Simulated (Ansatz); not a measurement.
Sn:

```xyz
2
Lattice="-2.9401 2.9401 1.5993 2.9401 -2.9401 1.5993 2.9401 2.9401 -1.5993" Properties=species:S:1:pos:R:3 pbc="T T T"
Sn    0.0000    0.0000    0.0000
Sn    0.0000    2.9401    0.7997
```

| Property | Result |
| --- | --- |
| Program | Ansatz 0.2.0 |
| Task | relaxation of cell and atoms |
| Functional | revPBE |
| Potentials or basis | all-electron LAPW, scalar-relativistic |
| Basis error allowed | 0.001 eV/atom |
| k mesh | 9 × 9 × 9 |
| Occupations | fermi-dirac, width 0.05 eV |
| Spin | no spin polarisation |

At the start: volume 27.65 Å³/atom.

How do energy, volume and symmetry change on relaxing?

Over 5 steps the energy falls by 10.2 meV/atom and the volume is 29.04 Å³/atom (+5.0 %); space group I4_1/amd (No. 141, to 0.05 Å).

Step by step:
| step | energy change (eV) | largest force (eV/Å) | volume (Å³) |
| --- | --- | --- | --- |
| 1 | 0.0000 | 0.0000 | 55.30 |
| 2 | -0.0185 | 0.0000 | 58.97 |
| 3 | -0.0204 | 0.0000 | 58.15 |
| 4 | -0.0204 | 0.0000 | 58.07 |
| 5 | -0.0204 | 0.0000 | 58.07 |

Final structure:
```yaml
crystal:
  lattice:
    - [-2.99214, 2.99214, 1.62156]
    - [2.99214, -2.99214, 1.62156]
    - [2.99214, 2.99214, -1.62156]
  atoms:
    - { symbol: Sn, position: [0.00000, 0.00000, 0.00000] }
    - { symbol: Sn, position: [0.75000, 0.25000, 0.50000] }
```
